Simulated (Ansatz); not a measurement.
Here is an Ansatz 0.2.0 calculation.

Contents of input.yaml:

```yaml
crystal:
  lattice:
    - [0.0, 2.454822, 2.454822]
    - [2.454822, 0.0, 2.454822]
    - [2.454822, 2.454822, 0.0]
  atoms:
    - { symbol: Hf, position: [0.0, 0.0, 0.0] }
    - { symbol: "N", position: [0.25, 0.25, 0.25] }
hamiltonian:
  xc: blyp
  pseudopotentials: { kind: paw }
kpoints:
  mp_grid: { grid: [9, 9, 9] }
scf:
  occupations: { method: fermi_dirac, width: 0.05 }
output:
  forces: true
  stress: true
  eigenvalues: true
relax:
  f_tol: 0.01
  max_steps: 40
  cell: { stress_tol: 0.05 }
```

Potentials or basis: Ansatz PAW.

Launch:

```bash
$ ansatz run input.yaml --threads 2 --pin off --max-ram 5632MiB --backend cpu --events-out ev --progress --plain --runs-dir out
```

Question: Estimate the space group after relaxing (to 0.05 Å).

Answer: F-43m (No. 216).

Question: Estimate the relaxed volume.

Answer: 15.28 Å³/atom.

Question: Predict the relaxed cell.

Answer: a = 3.509 Å, b = 3.509 Å, c = 3.509 Å, α = 60.00°, β = 60.00°, γ = 60.00°.

Question: Estimate the band gap on the k mesh.

Answer: None (metal or under the smearing width).

Final structure:
```cif
data_structure
_symmetry_space_group_name_H-M 'P 1'
_symmetry_Int_Tables_number 1
_cell_length_a 3.5091
_cell_length_b 3.5091
_cell_length_c 3.5091
_cell_angle_alpha 60.000
_cell_angle_beta 60.000
_cell_angle_gamma 60.000
_cell_volume 30.55
loop_
_atom_site_label
_atom_site_type_symbol
_atom_site_fract_x
_atom_site_fract_y
_atom_site_fract_z
_atom_site_occupancy
Hf1 Hf 0.00000 0.00000 0.00000 1
N1 N 0.25000 0.25000 0.25000 1
```

Caveat: the pressure holds a Pulay correction of +0.4 GPa for the finite cutoff; the PAW data sets come from PBE, with cores solved anew for the run's functional, which leaves a small shift of forces and pressure. The run has no spin-orbit coupling, so splittings on Hf are missing.
